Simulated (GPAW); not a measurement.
# BaTiO3: equation of state with LDA

BaTiO3:

```
CELL_PARAMETERS angstrom
4.00600 0.00000 0.00000
0.00000 4.00600 0.00000
0.00000 0.00000 4.00600
ATOMIC_POSITIONS crystal
Ba 0.50000 0.50000 0.50000
Ti 0.00000 0.00000 0.00000
O 0.00000 0.00000 0.50000
O 0.00000 0.50000 0.00000
O 0.50000 0.00000 0.00000
```

```
Program             : GPAW 26.7.0
Task                : equation of state
Functional          : LDA
Potentials or basis : the program's PAW data sets (release 1.2.1) made for this functional
Cutoff              : 800 eV
Basis               : pw
k mesh              : 7 × 7 × 7
Occupations         : fermi-dirac, width 0.05 eV
Spin                : no spin polarisation
Maxiter             : 150
Eos scales          : [0.94, 0.96, 0.98, 1.0, 1.02, 1.04, 1.06]
```

| Item | Value |
| --- | --- |
| Equilibrium volume | 12.31 Å³/atom |
| Bulk modulus | 194 GPa |
| Pressure derivative of the bulk modulus | 4.6 |

Energy against volume, from the lowest point:
| volume (Å³/atom) | energy (meV/atom) |
| --- | --- |
| 12.086 | 2.36 |
| 12.343 | 0.00 |
| 12.601 | 4.04 |
| 12.858 | 13.76 |
| 13.115 | 28.65 |
| 13.372 | 47.99 |
| 13.629 | 71.38 |

It took 11 min on 1 thread of Intel(R) Xeon(R) Processor @ 2.50GHz (Skylake/Cascade Lake), with other jobs on the host, peak memory 0.35 GiB.

The run has no spin-orbit coupling, so splittings on Ba are missing. LDA usually gives volumes a few per cent too small.
